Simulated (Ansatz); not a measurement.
**KI: single points about a listed cell**

A set of self-consistent runs on KI under moves of single atoms, further strains and shifts, swapped elements, distortions that keep the symmetry, to map its energy surface near the listed cell.

Method: DFT PBE, scalar-relativistic, plane waves, PAW, in Ansatz 0.2.0.

1 further run of the same task is left out (set aside as unsound or not needed).

**1. The starting structure**

Symmetry: Fm-3m, No. 225, cubic system. Conventional cell: a = 7.049 Å, b = 7.049 Å, c = 7.049 Å, α = 90.00°, β = 90.00°, γ = 90.00°. Around K (site symmetry m-3m) lie 6 I at 3.52 Å. I (site symmetry m-3m) has 6 K at 3.52 Å as nearest neighbours.

Structure file:

```xyz
2
Lattice="0.0000 3.5246 3.5246 3.5246 0.0000 3.5246 3.5246 3.5246 0.0000" Properties=species:S:1:pos:R:3 pbc="T T T"
K     0.0000    0.0000    0.0000
I     3.5246    3.5246    3.5246
```

The structure comes from the Crystallography Open Database.

**2. One atom moved**

Against the listed cell: atom 1 (K) moved by 0.38 Å.

input.yaml reads:

```yaml
crystal:
  lattice:
    - [0.0, 3.52455, 3.52455]
    - [3.52455, 0.0, 3.52455]
    - [3.52455, 3.52455, 0.0]
  atoms:
    - { symbol: K, position: [0.0680597523, -0.0508291839, -0.0530904654] }
    - { symbol: I, position: [0.5, 0.5, 0.5] }
basis:
  ecutwfc: 420
kpoints:
  mp_grid: { grid: [6, 6, 6] }
hamiltonian:
  xc: pbe
scf:
  occupations: { method: gaussian, width: 0.02 }
output:
  forces: true
  stress: true
  eigenvalues: true
```

Command:

```console
ansatz run input.yaml --threads 1 --pin off --max-ram 1331MiB --backend cpu --events-out ev --progress --plain --runs-dir out
```

**3. A distortion that keeps the symmetry**

input.yaml reads:

```yaml
crystal:
  lattice:
    - [0.0, 3.677233506, 3.677233506]
    - [3.677233506, 0.0, 3.677233506]
    - [3.677233506, 3.677233506, 0.0]
  atoms:
    - { symbol: K, position: [0.0, 0.0, 0.0] }
    - { symbol: I, position: [0.5, 0.5, 0.5] }
basis:
  ecutwfc: 420
kpoints:
  mp_grid: { grid: [6, 6, 6] }
hamiltonian:
  xc: pbe
scf:
  occupations: { method: gaussian, width: 0.02 }
output:
  forces: true
  stress: true
  eigenvalues: true
```

**4. A change within the space group**

input.yaml, as its differences from that of step 3:

```diff
@@ -2,5 +2,5 @@
   lattice:
-    - [0.0, 3.677233506, 3.677233506]
-    - [3.677233506, 0.0, 3.677233506]
-    - [3.677233506, 3.677233506, 0.0]
+    - [0.0, 3.674554848, 3.674554848]
+    - [3.674554848, 0.0, 3.674554848]
+    - [3.674554848, 3.674554848, 0.0]
   atoms:
```

**5. Substitution of an element, cell strained: I → Cl, first probe**

input.yaml reads:

```yaml
crystal:
  lattice:
    - [0.0, 3.2242453548, 3.2242453548]
    - [3.2242453548, 0.0, 3.2242453548]
    - [3.2242453548, 3.2242453548, 0.0]
  atoms:
    - { symbol: K, position: [0.0, 0.0, 0.0] }
    - { symbol: Cl, position: [0.5, 0.5, 0.5] }
basis:
  ecutwfc: 420
kpoints:
  mp_grid: { grid: [6, 6, 6] }
hamiltonian:
  xc: pbe
scf:
  occupations: { method: gaussian, width: 0.1 }
output:
  forces: true
  stress: true
  eigenvalues: true
```

**6. One element swapped, cell strained: I → Cl**

input.yaml, as its differences from that of step 5:

```diff
@@ -15,3 +15,3 @@
 scf:
-  occupations: { method: gaussian, width: 0.1 }
+  occupations: { method: gaussian, width: 0.02 }
 output:
```

Q: Predict the outcome of this session. Wanted: for each run, case; energy; pressure; largest force.

The runs gave:

| step | case | energy (meV/atom) | pressure (GPa) | largest force (eV/Å) | gap on the mesh (eV) |
| --- | --- | --- | --- | --- | --- |
| 2 | one atom moved | +0.0 | 1.3 | 0.56 | 4.01 |
| 3 | a distortion that keeps the symmetry | -43.7 | -0.6 | 0.00 | 3.71 |
| 4 | a change within the space group | -44.1 | -0.6 | 0.00 | 3.71 |
| 6 | one element swapped, cell strained: I → Cl | n/a | -0.5 | 0.00 | 4.95 |

Energies are counted from step 2, with the smearing taken to zero. Other atoms or functionals have another zero of energy (n/a). 

Among the distorted cells of the listed formula and level the largest force, 0.56 eV/Å, comes in step 2, shared by 2 atoms. Among the distorted cells of the listed formula and level the gap runs from 3.71 eV to 4.01 eV. Spin-orbit coupling is left out, which matters for the bands of I.

These are semilocal Kohn-Sham gaps, which aren't the measured quantity. Such gaps usually fall short of the measured ones; spin-orbit coupling, left out here, narrows gaps with I, so the two errors partly cancel.
